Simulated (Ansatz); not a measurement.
Si (Fd-3m) from a database structure, relaxed with r2SCAN in Ansatz 0.2.0. Space group Fd-3m (No. 227), cubic; a = 5.444 Å in the conventional setting, 20.17 Å³ an atom. Si is surrounded by 4 Si at 2.36 Å.

The axes x, y and z are those of this cell:
```
Si
1.0
     0.00000    2.72212    2.72212
     2.72212    0.00000    2.72212
     2.72212    2.72212    0.00000
Si
2
Direct
  0.25000 0.25000 0.25000
  0.00000 0.00000 0.00000
```

Unstrained: PBE gives an indirect gap of 0.583 eV, from Γ to Γ–X (0.84 of the way from Γ); the least direct gap is 2.557 eV at Γ. The r2SCAN gap is indirect, 0.770 eV (Γ to Γ–X (0.84 of the way from Γ)), below the direct gap of 2.739 eV at Γ. HSE06 gives an indirect gap of 1.144 eV, from Γ to Γ–X (0.84 of the way from Γ); the least direct gap is 3.312 eV at Γ. Meshes: PBE 8×8×8, r2SCAN 8×8×8, HSE06 6×6×6. Strains are changes of length per length. After each strain the atoms were relaxed again with r2SCAN within the symmetry that the strain leaves, so tilts or polar shifts that break it weren't tested; points keep the names that they have in the unstrained zone. Calculated for a static, non-magnetic cell.

(1) Estimate what uniaxial +0.81 % along y, other directions held does to the gap.

(2) Estimate what isotropic -2.08 % on every length does to the gap.

Answers

(1) PBE: the gap goes from 0.583 to 0.555 eV (-0.028 eV); with r2SCAN the top three valence levels at Γ, degenerate before, become 2+1 from the top over 61 meV. r2SCAN: the gap goes from 0.770 to 0.738 eV (-0.032 eV). HSE06: the gap goes from 1.144 to 1.113 eV (-0.031 eV). The r2SCAN energy rises by 0.7 meV an atom.

(2) PBE: the gap goes from 0.583 to 0.463 eV (-0.120 eV); the edges go from Γ → Γ–X (0.84) to Γ → Γ–X (0.85). r2SCAN: the gap goes from 0.770 to 0.653 eV (-0.117 eV); the edges go from Γ → Γ–X (0.84) to Γ → Γ–X (0.85). HSE06: the gap goes from 1.144 to 1.025 eV (-0.119 eV); the edges go from Γ → Γ–X (0.84) to Γ → Γ–X (0.85). The r2SCAN energy rises by 25.5 meV an atom.

Where an edge lies off the special points, it is a point of the mesh or the k point where a search put PBE's edge or least direct gap, reused for the other functionals, whose own edges may lie a little apart.

The meshes of the hybrids are coarse, so their gaps aren't converged to the digits shown.

The splittings at Γ are without spin-orbit coupling, which regroups them where it is of like size or larger.
